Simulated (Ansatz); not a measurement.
**BaS: stress in a strained cell**

Aim: deform BaS (equal xx and yy strain of +2 %) and compute stress, forces and field gradients with LAPW, PAW and all-electron datasets made for the crystal.

Program: Ansatz 0.2.0. Level of theory: DFT PBEsol, scalar-relativistic. These are calculated values, not measurements.

## Step 1: The system as given

The structure is cubic, space group Fm-3m (No. 225). Conventional cell: a = 6.387 Å, b = 6.387 Å, c = 6.387 Å, α = 90.00°, β = 90.00°, γ = 90.00°. Ba (site symmetry m-3m) is surrounded by 6 S at 3.19 Å. S (site symmetry m-3m) has 6 Ba at 3.19 Å as nearest neighbours.

Structure file:

```cif
data_structure
_symmetry_space_group_name_H-M 'Fm-3m'
_symmetry_Int_Tables_number 225
_cell_length_a 6.3875
_cell_length_b 6.3875
_cell_length_c 6.3875
_cell_angle_alpha 90.000
_cell_angle_beta 90.000
_cell_angle_gamma 90.000
_cell_volume 260.61
loop_
_atom_site_label
_atom_site_type_symbol
_atom_site_symmetry_multiplicity
_atom_site_Wyckoff_symbol
_atom_site_fract_x
_atom_site_fract_y
_atom_site_fract_z
_atom_site_occupancy
Ba1 Ba 4 a 0.00000 0.00000 0.00000 1
S1 S 4 b 0.50000 0.00000 0.00000 1
```

The file gives the conventional cell by its symmetry; the runs use the cell typed in the input.

Atoms are numbered in the order of the input: Ba1, S2.

## Step 2: The deformed structure

Space group Fm-3m before, I4/mmm after.

## Step 3: All-electron LAPW

The input, input.yaml:

```yaml
crystal:
  lattice:
    - [0.0, 3.257625, 3.19375]
    - [3.257625, 0.0, 3.19375]
    - [3.257625, 3.257625, 0.0]
  atoms:
    - { symbol: Ba, position: [0.0, 0.0, 0.0] }
    - { symbol: S, position: [0.5, 0.5, 0.5] }
kpoints:
  mp_grid: { grid: [8, 8, 8] }
  band_path:
    path:
      - [0.0, 0.0, 0.0]
      - [0.0, 0.5, 0.5]
      - [0.25, 0.75, 0.5]
      - [0.0, 0.5, 0.0]
      - [0.0, 0.0, 0.0]
      - [0.5, 0.5, 0.0]
      - [0.38005, 0.61995, 0.0]
      - [-0.38005, 0.38005, 0.0]
      - [0.0, 0.0, 0.0]
    npoints: 5
scf:
  occupations: { method: fermi_dirac, width: 0.02 }
hamiltonian:
  xc: pbesol
  pseudopotentials: { kind: all_electron, lapw: { basis_error: 0.00025 } }
output:
  forces: true
  stress: true
  eigenvalues: true
```

Run with:

```bash
> ansatz run input.yaml --threads 1 --pin off --max-ram 3072MiB --backend cpu --events-out ev --progress --plain --runs-dir out
```

## Step 4: Frozen-core PAW

The input, input.yaml:

```yaml
crystal:
  lattice:
    - [0.0, 3.257625, 3.19375]
    - [3.257625, 0.0, 3.19375]
    - [3.257625, 3.257625, 0.0]
  atoms:
    - { symbol: Ba, position: [0.0, 0.0, 0.0] }
    - { symbol: S, position: [0.5, 0.5, 0.5] }
kpoints:
  mp_grid: { grid: [8, 8, 8] }
scf:
  occupations: { method: fermi_dirac, width: 0.02 }
hamiltonian:
  xc: pbesol
  pseudopotentials: { kind: paw }
output:
  forces: true
  stress: true
  eigenvalues: true
  efg: { contact_densities: true }
```

## Step 5: All-electron PAW on datasets made for the crystal

input.yaml: that of step 4 with these lines changed.

```diff
@@ -14,3 +14,3 @@
   xc: pbesol
-  pseudopotentials: { kind: paw }
+  pseudopotentials: { kind: all_electron, datasets: crystal }
 output:
```

(Steps that only read results are left out.)

What does the calculation give? Wanted: pressure; largest shear or deviatoric stress.

The runs gave:

| quantity | value |
| --- | --- |
| pressure | LAPW -2.60, PAW -2.60, crystal datasets -2.60 GPa |
| largest shear or deviatoric stress (LAPW) | 0.82 GPa |

What this shows: The largest part of the stress beyond the pressure is 0.82 GPa in size, in the zz component; the atoms are carried along and not relaxed. No run of the undeformed cell stands beside it, so the pressure holds what the given cell had before the change. PAW: stress within 0.01 GPa of LAPW. Crystal datasets: stress within 0.01 GPa of LAPW. Spin-orbit coupling is left out, though the cell holds Ba; in elements this heavy it can shift bands and gaps by tenths of an eV.

The gaps are Kohn-Sham values of a semilocal functional, not quasiparticle or optical gaps. Such gaps usually fall short of the measured ones.
